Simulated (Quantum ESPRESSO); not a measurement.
Runs of Quantum ESPRESSO 7.5 on TiO2 (Anatase). Symmetry: I4_1/amd, No. 141, tetragonal system. The conventional cell has a = 3.784 Å, b = 3.784 Å, c = 9.515 Å, α = 90.00°, β = 90.00°, γ = 90.00°. Ti (site symmetry -4m2) has 6 O at 1.93 to 1.98 Å as nearest neighbours. O (site symmetry 2mm) has 3 Ti at 1.93 to 1.98 Å as nearest neighbours. 

```csv
task,level,potentials or basis,k mesh,cutoff (eV),form of the LDA correlation,dispersion computed by,mesh quality,gap on the mesh (eV),pressure (GPa),V0 of scaled cells (Å³/atom),B0 (GPa)
equation of state,PBE,GBRV 1.5 PBE,10 × 10 × 10,612,-,-,not flagged,-,-,11.65,207
band structure,LDA,GBRV 1.5 LDA,10 × 10 × 10,612,PZ81,-,not flagged,(c),(b),-,-
equation of state,PBE,SSSP 1.3 efficiency PBE,10 × 10 × 10,748,-,-,not flagged,-,-,11.62,206
band structure,RGE2,PseudoDojo 0.4.1 SR PBE standard,10 × 10 × 10,1143,-,-,not flagged,2.16,(a),-,-
equation of state,PBE+D4,PseudoDojo 0.4.1 SR PBE standard,6 × 6 × 6,1143,-,dftd4 4.3.1 through ASE,coarse,-,-,11.41,212
equation of state,PBEsol,GBRV 1.5 PBEsol,10 × 10 × 10,612,-,-,not flagged,-,-,11.32,222
```

Alike in all rows: no spin polarisation; cell as given; smearing fermi-dirac 0.05 eV.

Problem. Fill in the values left out.

Solution. (a) 1.3; (b) -6.0; (c) 2.03.

Caveats: some runs use coarse meshes; the cell was scaled at fixed shape and fractional positions, which overstates the stiffness of a crystal with free parameters, most of all of layers and chains (some runs); the potentials were made for another functional, which shifts forces and pressure (some runs).

A k mesh can miss the band edges.

Not every run made on this cell is shown here.
